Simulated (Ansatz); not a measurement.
This guess for GaN is about to be relaxed.

```cif
data_structure
_symmetry_space_group_name_H-M 'P6_3/mmc'
_symmetry_Int_Tables_number 194
_cell_length_a 3.2109
_cell_length_b 3.2109
_cell_length_c 10.5804
_cell_angle_alpha 90.000
_cell_angle_beta 90.000
_cell_angle_gamma 120.000
_cell_volume 94.47
loop_
_atom_site_label
_atom_site_type_symbol
_atom_site_symmetry_multiplicity
_atom_site_Wyckoff_symbol
_atom_site_fract_x
_atom_site_fract_y
_atom_site_fract_z
_atom_site_occupancy
Ga1 Ga 4 f 0.33333 0.66667 0.87500 1
N1 N 2 c 0.66667 0.33333 0.75000 1
N2 N 2 a 0.00000 0.00000 0.00000 1
```

Method: Ansatz, DFT PBE, scalar-relativistic, plane waves, PAW. Cutoff 420 eV, Gaussian smearing, Γ-centred meshes. Cell and atoms relax first on a coarse mesh and then on a converged one. In between, the cell is made exact in the group found at 0.06 Å. The steps can't lower the symmetry of their start. No spin polarisation in the relaxation; trial moments died out in a coarse test.

A guess keeps its type if space group and coordination stay and the shape of the cell changes little (axis ratios within about 15 %, angles within 6°); the volume may change.

Question: Does this structure survive the relaxation?

Answer: It keeps its type. The symmetry stays P6_3/mmc (No. 194). The volume per atom shrinks by 16.5 %, from 11.8 to 9.9 Å³. The shortest distance goes from 2.28 Å (Ga–N) to 2.13 Å (Ga–N). The ratio c/a of the conventional cell changes by a factor of 1.01. Counting neighbours within 15 % of an atom's shortest distance, the start has Ga 6, N 6 and the end Ga 6, N 6.

The zero of energy is the elements' standard structures at the same level (N₂ as a molecule); no fitted shifts are applied.

Question: At what energy does it end?

Answer: +0.093 eV/atom. The separate elements lie lower, so it is unstable against them.

The last run used a 12×12×4 mesh (in the run's order of axes) for its 8-atom cell and Gaussian smearing of 0.02 eV. A structure relaxed within its symmetry needn't be a true minimum.
